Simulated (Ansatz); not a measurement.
Notes on Ta

```
CELL_PARAMETERS angstrom
1.59213 2.75765 0.00000
-1.59213 2.75765 0.00000
0.00000 0.00000 5.07098
ATOMIC_POSITIONS crystal
Ta 0.33333 0.33333 0.25000
Ta 0.66667 0.66667 0.75000
```

Method: m-r2SCAN, no spin polarisation; PAW, plane waves to 500 eV, 12×12×7 Γ-centred mesh, cold occupations (width 0.2234 eV) (Ansatz 0.2.0), atoms fixed.

Q: What does the stress say?

A: The pressure is -25.7 GPa (compression positive), so with the atoms held at these fractions the cell would first shrink. The principal stresses -29.1, -29.1, -19.0 GPa differ, so its shape would change too.

Q: What do density and ELF say about some of the short contacts?

A: Ta–Ta at 3.13 Å: least valence density 0.22 e/Å³ and ELF 0.35 there. Both are smooth PAW fields, read partly inside the augmentation spheres.

Q: What happens at the Fermi level?

A: It is a metal, with about 3.7 states/eV a cell as the mean within 0.25 eV of the Fermi level, mostly Ta d (89 %).

Origin: a known structure type with other elements, at an estimated volume, so it need not be a known compound. Caveats: many states at the Fermi level without spin polarisation, so a magnetic state may lie lower; atoms or cell far from equilibrium; wide smearing; m-r2SCAN is r2SCAN with a changed spin dependence that lowers moments.
